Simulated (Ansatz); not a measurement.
## PbO2: single point with PBE

PbO2:

```
Pb O
1.0
     0.00000    2.70199    2.70199
     2.70199    0.00000    2.70199
     2.70199    2.70199    0.00000
Pb O
1 2
Direct
  0.00000 0.00000 0.00000
  0.75000 0.75000 0.75000
  0.25000 0.25000 0.25000
```

The cell comes from a database or a generator and needn't be the stable form of this composition.

- Program: Ansatz 0.2.0
- Task: single point
- Functional: PBE
- Potentials or basis: Ansatz PAW
- Cutoff: 420 eV (not typed: the program's choice for these potentials)
- k mesh: 9 × 9 × 9
- Occupations: gaussian, width 0.021 eV
- Spin: no spin polarisation

```yaml
Pressure: 0.4 GPa
Band_gap_on_the_k_mesh: none (metal or under the smearing width)
```

Levels at points of the mesh, in eV from the Fermi level:
| k point | band 10 | band 11 | band 12 | band 13 | band 14 | band 15 | band 16 | band 17 |
| --- | --- | --- | --- | --- | --- | --- | --- | --- |
| (0.00, 0.00, 0.00) | -1.90 | -1.90 | -1.14 | -1.14 | -1.14 | 7.07 | 7.07 | 7.07 |

Wall time 1.3 s on 2 threads of Intel(R) Xeon(R) Platinum 8259CL CPU @ 2.50GHz (Skylake/Cascade Lake), with other jobs on the host, peak memory 0.38 GiB.

Caveat: the pressure holds a Pulay correction of +0.6 GPa for the finite cutoff. Spin-orbit coupling is left out, which matters for the levels of Pb.
